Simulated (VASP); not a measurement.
# TePb (nc) (Fm-3m) in VASP: phonons with PBE

Aim: the phonons of TePb (nc) with PBE.

Program: VASP 6.6.1. These are calculated values, not measurements. Logs are shortened: lines on timing, memory, paths and dates and some standing lists are left out, and cuts for length are marked.

**Measured values to compare with.**

From a printed reference work, monograph, for a bulk crystal of TePb at 77 K: high-frequency dielectric constant 36.9.

How close the calculation comes is told below.

## Step 1: The structure

The structure is cubic, space group Fm-3m (No. 225). Conventional cell: a = 6.571 Å, b = 6.571 Å, c = 6.571 Å, α = 90.00°, β = 90.00°, γ = 90.00°. Te (site symmetry m-3m) is surrounded by 6 Pb at 3.29 Å. Pb (site symmetry m-3m) has 6 Te at 3.29 Å as nearest neighbours.

## Step 2: Phonons, PBE

File INCAR:

```
SYSTEM = TePb
PREC = Accurate
ENCUT = 520
EDIFF = 1E-8
ISMEAR = 0
SIGMA = 0.01
LREAL = .False.
LASPH = .True.
NELM = 100
ALGO = Fast
ISIF = 2
LWAVE = .False.
LCHARG = .False.
GGA = PE
NBANDS = 17
IBRION = 8
NSW = 1
LEPSILON = .True.
```

File KPOINTS:

```
Automatic mesh
0
Gamma
  8 8 8
  0 0 0
```

File POSCAR:

```
TePb
1.0
    0.0000000000      3.2857092586      3.2857092586
    3.2857092586      0.0000000000      3.2857092586
    3.2857092586      3.2857092586      0.0000000000
Te Pb
1 1
Direct
    0.5000000000      0.5000000000      0.5000000000
    0.0000000000      0.0000000000      0.0000000000
```

Potentials or basis: VASP PAW PBE potentials, release 64 (Te, Pb_d).

Launch:

```bash
cat potpaw_PBE.64/Te/POTCAR potpaw_PBE.64/Pb_d/POTCAR > POTCAR
mpirun -np 1 vasp_std > vasp.out
```

OUTCAR:

```text
SYSTEM = TePb
   PREC = Accurate
   ENCUT = 520
   EDIFF = 1E-8
   ISMEAR = 0
   LREAL = .False.
   LASPH = .True.
   NELM = 100
   ISIF = 2
   GGA = PE
   IBRION = 8
   NSW = 1
   LEPSILON = .True.

 ion  position               nearest neighbor table
   1  0.500  0.500  0.500-   2 3.29   2 3.29   2 3.29   2 3.29   2 3.29   2 3.29
   2  0.000  0.000  0.000-   1 3.29   1 3.29   1 3.29   1 3.29   1 3.29   1 3.29

  LATTYP: Found a face centered cubic cell.
 ALAT       =     6.5714185172

  Lattice vectors:

 A1 = (   0.0000000000,   3.2857092586,   3.2857092586)
 A2 = (   3.2857092586,   0.0000000000,   3.2857092586)
 A3 = (   3.2857092586,   3.2857092586,   0.0000000000)

Analysis of symmetry for initial positions (statically):
=====================================================================
 Subroutine PRICEL returns:
 Original cell was already a primitive cell.

 Routine SETGRP: Setting up the symmetry group for a
 face centered cubic supercell.

 Subroutine GETGRP returns: Found 48 space group operations
 (whereof 48 operations were pure point group operations)
 out of a pool of 48 trial point group operations.

The static configuration has the point symmetry O_h .

Analysis of symmetry for dynamics (positions and initial velocities):
=====================================================================
 Subroutine PRICEL returns:
 Original cell was already a primitive cell.

 Routine SETGRP: Setting up the symmetry group for a
 face centered cubic supercell.

 Subroutine GETGRP returns: Found 48 space group operations
 (whereof 48 operations were pure point group operations)
 out of a pool of 48 trial point group operations.

The dynamic configuration has the point symmetry O_h .

 Subroutine INISYM returns: Found 48 space group operations
 (whereof 48 operations are pure point group operations),
 and found     1 'primitive' translations

----------------------------------------------------------------------------------------

                                     Primitive cell

  volume of cell :      70.9443

  direct lattice vectors                    reciprocal lattice vectors
     0.000000000  3.285709259  3.285709259    -0.152174146  0.152174146  0.152174146
     3.285709259  0.000000000  3.285709259     0.152174146 -0.152174146  0.152174146
     3.285709259  3.285709259  0.000000000     0.152174146  0.152174146 -0.152174146

  length of vectors
     4.646694596  4.646694596  4.646694596     0.263573352  0.263573352  0.263573352

  position of ions in fractional coordinates (direct lattice)
     0.500000000  0.500000000  0.500000000
     0.000000000  0.000000000  0.000000000

  ion indices of the primitive-cell ions
   primitive index   ion index
                 1           1
                 2           2

----------------------------------------------------------------------------------------

 KPOINTS: Automatic mesh

Automatic generation of k-mesh.
 Grid dimensions read from file:
 generate k-points for:    8    8    8

 Generating k-lattice:

  Cartesian coordinates                     Fractional coordinates (reciprocal lattice)
    -0.019021768  0.019021768  0.019021768     0.125000000  0.000000000  0.000000000
     0.019021768 -0.019021768  0.019021768     0.000000000  0.125000000  0.000000000
     0.019021768  0.019021768 -0.019021768     0.000000000  0.000000000  0.125000000

  Length of vectors
     0.032946669  0.032946669  0.032946669

  Shift w.r.t. Gamma in fractional coordinates (k-lattice)
     0.000000000  0.000000000  0.000000000

 Subroutine IBZKPT returns following result:
 ===========================================

 Found     29 irreducible k-points:

 Following reciprocal coordinates:
            Coordinates               Weight
[... 588 lines left out ...]
     0.000000000  3.285709259  3.285709259    -0.152174146  0.152174146  0.152174146
     3.285709259  0.000000000  3.285709259     0.152174146 -0.152174146  0.152174146
     3.285709259  3.285709259  0.000000000     0.152174146  0.152174146 -0.152174146

 POSITION                                       TOTAL-FORCE (eV/Angst)
 -----------------------------------------------------------------------------------
      3.28571      3.28571      3.28571         0.000000      0.000000      0.000000
      0.00000      0.00000      0.00000         0.000000     -0.000000     -0.000000
 -----------------------------------------------------------------------------------
    total drift:                               -0.000000      0.000000      0.000000

  FREE ENERGIE OF THE ION-ELECTRON SYSTEM (eV)
  ---------------------------------------------------
  free  energy   TOTEN  =        -7.5229660859 eV

  energy  without entropy=       -7.5229660859  energy(sigma->0) =       -7.52296609

 HEAD OF MICROSCOPIC STATIC DIELECTRIC TENSOR (INDEPENDENT PARTICLE, excluding Hartree and local field effects)
 ------------------------------------------------------
          27.375655     0.000000     0.000000
           0.000000    27.375655    -0.000000
          -0.000000     0.000000    27.375655
 ------------------------------------------------------

 Free energy of the ion-electron system (eV)
  ---------------------------------------------------
  ---------------------------------------------------
  free energy    TOTEN  =        -5.44189100 eV

  energy without entropy =       -5.44189100

------------------------ aborting loop because EDIFF is reached ----------------------------------------

--------------------------------------- Ionic step        2  -------------------------------------------

------------------------ aborting loop because EDIFF is reached ----------------------------------------

--------------------------------------- Ionic step        3  -------------------------------------------

------------------------ aborting loop because EDIFF is reached ----------------------------------------

 PIEZOELECTRIC TENSOR FIELD DIRECTION 3  (e Angst)
 -----------------------------------------------------------------------------
     0.00836  0.00000  0.00000           (  0.00001  0.00000  0.00000)
     0.00000  0.00836  0.00000           (  0.00000  0.00001  0.00000)
     0.00000  0.00000 -0.00755           (  0.00000  0.00000 -0.00001)

 PIEZOELECTRIC TENSOR FIELD DIRECTION 3  (C/m^2)
 -----------------------------------------------------------------------------
     0.00189  0.00000  0.00000
     0.00000  0.00189  0.00000
     0.00000  0.00000 -0.00170

--------------------------------------- Ionic step        4  -------------------------------------------

------------------------ aborting loop because EDIFF is reached ----------------------------------------

[... ionic steps 5 to 6 ...]

--------------------------------------- Ionic step        7  -------------------------------------------

 Free energy of the ion-electron system (eV)
  ---------------------------------------------------
  ---------------------------------------------------
  free energy    TOTEN  =        -0.33611559 eV

  energy without entropy =       -0.33611559

------------------------ aborting loop because EDIFF is reached ----------------------------------------

 INTERNAL STRAIN TENSOR  FOR ION    2  DIRECTION 1   (eV/Angst):
 -----------------------------------------------------------------------------
     0.01001  0.00000 -0.00000
     0.00000 -0.00083  0.00000
    -0.00000  0.00000 -0.00083

 MACROSCOPIC STATIC DIELECTRIC TENSOR (including local field effects in DFT)
 ------------------------------------------------------
          26.755842     0.000000    -0.000000
           0.000000    26.755842    -0.000000
           0.000000     0.000000    26.755842
 ------------------------------------------------------

 PIEZOELECTRIC TENSOR (including local field effects)  for field in x, y, z        (e  Angst)
          XX          YY          ZZ          XY          YZ          ZX
  --------------------------------------------------------------------------------
  x     0.00000     0.00000     0.00000     0.00000     0.00000     0.00000
  y     0.00000     0.00000     0.00000     0.00000     0.00000     0.00000
  z     0.00000     0.00000     0.00000     0.00000     0.00000     0.00000

 PIEZOELECTRIC TENSOR (including local field effects)  for field in x, y, z        (C/m^2)
          XX          YY          ZZ          XY          YZ          ZX
  --------------------------------------------------------------------------------
  x     0.00000     0.00000     0.00000     0.00000     0.00000     0.00000
  y     0.00000     0.00000     0.00000     0.00000     0.00000     0.00000
  z     0.00000     0.00000     0.00000     0.00000     0.00000     0.00000

 BORN EFFECTIVE CHARGES (including local field effects) (in |e|, cummulative output)
 ---------------------------------------------------------------------------------
 ion    1
    1    -5.68065     0.00000     0.00000
    2     0.00000    -5.68065     0.00000
    3     0.00000     0.00000    -5.68065
 ion    2
    1     5.68065     0.00000     0.00000
    2     0.00000     5.68065     0.00000
    3     0.00000     0.00000     5.68065

 INTERNAL STRAIN TENSOR FOR ION    2 for displacements in x,y,z  (eV/Angst):
          X           Y           Z          XY          YZ          ZX
  --------------------------------------------------------------------------------
  x     0.00000     0.00000     0.00000     0.00000     0.00000     0.00000
  y     0.00000     0.00000     0.00000     0.00000     0.00000     0.00000
  z     0.00000     0.00000     0.00000     0.00000     0.00000     0.00000

 SECOND DERIVATIVES (NOT SYMMETRIZED)
 ------------------------------------
               1X          1Y          1Z          2X          2Y          2Z
  1X    -0.124162    0.000000    0.000000    0.124162    0.000000    0.000000
  1Y     0.000000   -0.124162    0.000000    0.000000    0.124162    0.000000
  1Z     0.000000    0.000000   -0.124162    0.000000    0.000000    0.124162
  2X     0.114094    0.000000    0.000000   -0.114094    0.000000    0.000000
  2Y     0.000000    0.114094    0.000000    0.000000   -0.114094    0.000000
  2Z     0.000000    0.000000    0.114094    0.000000    0.000000   -0.114094

 Eigenvectors and eigenvalues of the dynamical matrix
 ----------------------------------------------------

   1 f  =    0.610366 THz     3.835042 2PiTHz   20.359614 cm-1     2.524269 meV
             X         Y         Z           dx          dy          dz
      3.285709  3.285709  3.285709     0.000000    0.799061    0.000000
      0.000000  0.000000  0.000000     0.000000   -0.601250    0.000000
[... 21 lines left out ...]
   6 f/i=    0.012396 THz     0.077888 2PiTHz    0.413493 cm-1     0.051267 meV
             X         Y         Z           dx          dy          dz
      3.285709  3.285709  3.285709     0.000000    0.000000   -0.601250
      0.000000  0.000000  0.000000     0.000000    0.000000   -0.799061

--------------------------------------------------------------------------------------------------------

 MACROSCOPIC STATIC DIELECTRIC TENSOR IONIC CONTRIBUTION
 ------------------------------------------------------
         690.309375     0.000000     0.000000
           0.000000   690.309375     0.000000
           0.000000     0.000000   690.309375
 ------------------------------------------------------

 ELASTIC MODULI CONTR FROM IONIC RELAXATION (kBar)
 Direction    XX          YY          ZZ          XY          YZ          ZX
 --------------------------------------------------------------------------------
 XX           0.0000      0.0000      0.0000      0.0000      0.0000      0.0000
 YY           0.0000      0.0000      0.0000      0.0000      0.0000      0.0000
 ZZ           0.0000      0.0000      0.0000      0.0000      0.0000      0.0000
 XY           0.0000      0.0000      0.0000      0.0000      0.0000      0.0000
 YZ           0.0000      0.0000      0.0000      0.0000      0.0000      0.0000
 ZX           0.0000      0.0000      0.0000      0.0000      0.0000      0.0000
 --------------------------------------------------------------------------------

 PIEZOELECTRIC TENSOR IONIC CONTR  for field in x, y, z        (C/m^2)
          XX          YY          ZZ          XY          YZ          ZX
  --------------------------------------------------------------------------------
  x     0.00000     0.00000     0.00000     0.00000     0.00000     0.00000
  y     0.00000     0.00000     0.00000     0.00000     0.00000     0.00000
  z     0.00000     0.00000     0.00000     0.00000     0.00000     0.00000
```

Run time: 10 min. Hardware: 1 thread of AMD EPYC 9R45 (Zen 5), shared host; peak memory 0.34 GiB.

Results:

| Item | Value |
| --- | --- |
| Electronic dielectric tensor (diagonal) | 26.76 |
| Born charges (mean of the diagonal) | Te -5.68; Pb +5.68 e |
| Highest phonon frequency at Γ, LO-TO splitting left out | 20 cm⁻¹ |

Phonon frequencies in cm⁻¹ (negative: imaginary):
| q point | frequencies |
| --- | --- |
| (0.000, 0.000, 0.000) | 0 0 0 20 20 20 |

Electronic dielectric tensor:
```
26.76  0.00  0.00
 0.00 26.76  0.00
 0.00  0.00 26.76
```

Born effective charge tensors (e):
atom 1, Te
```
-5.68  0.00  0.00
 0.00 -5.68  0.00
 0.00  0.00 -5.68
```
atom 2, Pb
```
5.68 0.00 0.00
0.00 5.68 0.00
0.00 0.00 5.68
```

Spin-orbit coupling is left out, which matters for the levels of Pb, Te.

## Step 3: Comparison with measurements

Step 2. Measured high-frequency dielectric constant of TePb: 36.9 (77 K; a printed reference work, monograph). This calculation gives 26.76 (-27.5 %). 2 values of this kind are on record (32.8 to 36.9); this one was drawn at random.
